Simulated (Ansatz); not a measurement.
Consider the following.

Relaxed Li$_{3}$N (Li3N type, space group P6/mmm):

```
CELL_PARAMETERS angstrom
      3.63435     0.00000     0.00000
     -1.81718     3.14744     0.00000
      0.00000     0.00000     3.86452
ATOMIC_POSITIONS crystal
  Li 0.00000 0.00000 0.50000
  Li 0.33333 0.66667 0.00000
  Li 0.66667 0.33333 0.00000
  N  0.00000 0.00000 0.00000
```

A phonon eigenvector at Γ is frozen into this cell: atom i moves by Q times the vector below, so Q is the largest atomic displacement, in Å. The cell is held.

```tsv
atom	x	y	z
Li2	0.000	0.000	-1.000
Li3	0.000	0.000	1.000
```

Atoms not listed stay in place.

All values below come from PBE (plane waves to 420 eV, PAW, scalar-relativistic; Ansatz, a first-principles code). k mesh 10×10×9 (Γ-centred), fixed occupations. Li3N was relaxed with its symmetry unable to fall. ΔE is measured from the undisplaced structure.

The scan covers Q from -0.176 to 0.176 Å in 13 points.

### Question
Which space group does the distorted structure have?

### Answer
P-3m1 (No. 164), lowered from P6/mmm.

### Question
Is the energy the same for equal positive and negative displacements?

### Answer
Even: the same for both signs.

### Question
What is the energy change at Q = 0.176 Å?

### Answer
0.7 meV/cell.

### Question
What harmonic wavenumber does the curvature at Q = 0 give?

### Answer
66i cm⁻¹.

(For displaced atoms, the force is minus the slope of the energy, and its curvature is a force constant, which sets phonon frequencies.)
